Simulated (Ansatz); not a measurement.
# Cu2O (Cuprite): further runs on the relaxed cell

An exercise on one series of results from a longer session: the logs are not shown, and one member is left open.

The COD entry's cell or inner coordinates are ideal or old and differ from later refinements, so a difference from it is no clean test against experiment.

Program: Ansatz 0.2.0. Level of theory: DFT r2SCAN, scalar-relativistic, plane waves, PAW. These are calculated values, not measurements.

1 further run of the same task is left out (set aside as unsound or not needed).

### The system as given

Symmetry: Pn-3m, No. 224, cubic system. The conventional cell has a = 4.246 Å, b = 4.246 Å, c = 4.246 Å, α = 90.00°, β = 90.00°, γ = 90.00°. Cu (site symmetry -3m) is surrounded by 2 O at 1.84 Å. O (site symmetry -43m) is surrounded by 4 Cu at 1.84 Å.

Structure file:

```cif
data_structure
_symmetry_space_group_name_H-M 'Pn-3m:1'
_symmetry_Int_Tables_number 224
_cell_length_a 4.2458
_cell_length_b 4.2458
_cell_length_c 4.2458
_cell_angle_alpha 90.000
_cell_angle_beta 90.000
_cell_angle_gamma 90.000
_cell_volume 76.54
loop_
_atom_site_label
_atom_site_type_symbol
_atom_site_symmetry_multiplicity
_atom_site_Wyckoff_symbol
_atom_site_fract_x
_atom_site_fract_y
_atom_site_fract_z
_atom_site_occupancy
Cu1 Cu 4 b 0.25000 0.25000 0.25000 1
O1 O 2 a 0.00000 0.00000 0.00000 1
```

This cell was relaxed beforehand with the same method: volume 12.76 Å³/atom, gap on the mesh 0.79 eV.

Set-up of the first run:

File input.yaml:

```yaml
crystal:
  lattice:
    - [4.2458090856, 0.0, 0.0]
    - [0.0, 4.2458090856, 0.0]
    - [0.0, 0.0, 4.2458090856]
  atoms:
    - { symbol: Cu, position: [0.25, 0.25, 0.25] }
    - { symbol: Cu, position: [0.25, 0.75, 0.75] }
    - { symbol: Cu, position: [0.75, 0.75, 0.25] }
    - { symbol: Cu, position: [0.75, 0.25, 0.75] }
    - { symbol: O, position: [0.0, 0.0, 0.0] }
    - { symbol: O, position: [0.5, 0.5, 0.5] }
basis:
  ecutwfc: 500
kpoints:
  mp_grid: { grid: [6, 6, 6] }
  band_path:
    path:
      - [[0.0, 0.0, 0.0], [0.0, 0.5, 0.0], [0.5, 0.5, 0.0], [0.0, 0.0, 0.0], [0.5, 0.5, 0.5], [0.0, 0.5, 0.0]]
      - [[0.5, 0.5, 0.5], [0.5, 0.5, 0.0]]
    npoints: 14
hamiltonian:
  xc: r2scan
scf:
  occupations: { method: gaussian, width: 0.02 }
  n_extra_bands: 15
output:
  forces: true
  stress: true
  eigenvalues: true
  populations: true
  dos: { projected: true, de: 0.02, nscf_kmesh: { grid: [9, 9, 9] } }
  bader: true
  write_density: true
  write_potential: true
  elf: true
  volumetric_format: npy
```

Run with:

```console
ansatz run input.yaml --threads 4 --pin off --max-ram 10240MiB --backend cpu --events-out ev --progress --plain --runs-dir out
```

Steps of the session up to this table: Static run: bands, density of states and charges; Band edges anywhere in the zone; Levels beside the edges; Point at V/V0 = 0.97; The cell scaled to 1.03 of its volume; The cell scaled to 0.94 of its volume; Point at V/V0 = 1.06.

One table of the session follows, with a row left open; its other results are not shown here.

```
volume (Å³/atom)  energy above the lowest point (meV/atom)  pressure (GPa)  gap on the mesh (eV)
          11.991                                      20.5            9.11                  0.95
          12.374                                       4.9            4.17                  0.87
          12.756                                       0.0            0.01                  0.79
          13.139                                         ?               ?                     ?
          13.522                                      16.3           -6.46                  0.67
```

Estimate the missing values for volume (Å³/atom) = 13.139.

Worked estimate for «energy above the lowest point (meV/atom)». A straight line through the neighbours (12.756, 0.0) and (13.522, 16.3) gives 0.0 + (16.3 − 0.0) × (13.139 − 12.756) / (13.522 − 12.756) = 8.1; a parabola fitted to 3 rows on both sides gives 3.8.

As computed: energy above the lowest point (meV/atom): 4.3; pressure (GPa): -3.50; gap on the mesh (eV): 0.73. In «energy above the lowest point (meV/atom)» the line misses by +3.8 and the parabola by -0.5.

To keep in mind: It is a Kohn-Sham gap, without temperature or zero-point motion.
